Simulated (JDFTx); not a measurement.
Runs of JDFTx 1.7.0 (patched build) on Pt. The structure is cubic, space group Fm-3m (No. 225). Conventional cell: a = 3.922 Å, b = 3.922 Å, c = 3.922 Å, α = 90.00°, β = 90.00°, γ = 90.00°. Pt (site symmetry m-3m) has 12 Pt at 2.77 Å as nearest neighbours. 

```csv
task,potentials or basis,cell,k mesh,cutoff (eV),local potential set to -Z/r beyond,SCF threshold on the energy,further solve for the empty bands,pseudo rcut,gap on the mesh (eV),pressure (GPa),relaxed volume (Å³/atom)
relaxation of cell and atoms,Ansatz-NC-SR-PBE with smoothed tails,relaxed,10 × 10 × 10,1143,6 bohr,1e-09 Ha,no,6,none,0.0,15.66
relaxation of cell and atoms,SG15-PBE-1.2 with smoothed tails,relaxed,10 × 10 × 10,1088,6 bohr,1e-09 Ha,no,6,none,0.0,(b)
relaxation of cell and atoms,PseudoDojo-SR-PBE-0.5-stringent with smoothed tails,relaxed,10 × 10 × 10,1143,6 bohr,1e-09 Ha,no,6,none,0.0,15.61
relaxation of cell and atoms,SPMS-PBE-1.0 with smoothed tails,relaxed,10 × 10 × 10,1088,6 bohr,1e-09 Ha,no,6,none,0.0,15.63
single point,PseudoDojo-SR-PBE-0.5-standard,as given,12 × 12 × 12,1143,-,1e-08 Ha,yes,-,none,(a),-
```

Alike in all rows: level PBE; no spin polarisation; smearing fermi-dirac 0.05 eV.

Fill in the values left out.

(a) 9.7; (b) 15.70.

A k mesh can miss the band edges, and the runs leave out spin-orbit coupling on Pt.

A gap of «none» marks a metal or a gap under the smearing width.

Not every run made on this cell is shown here.
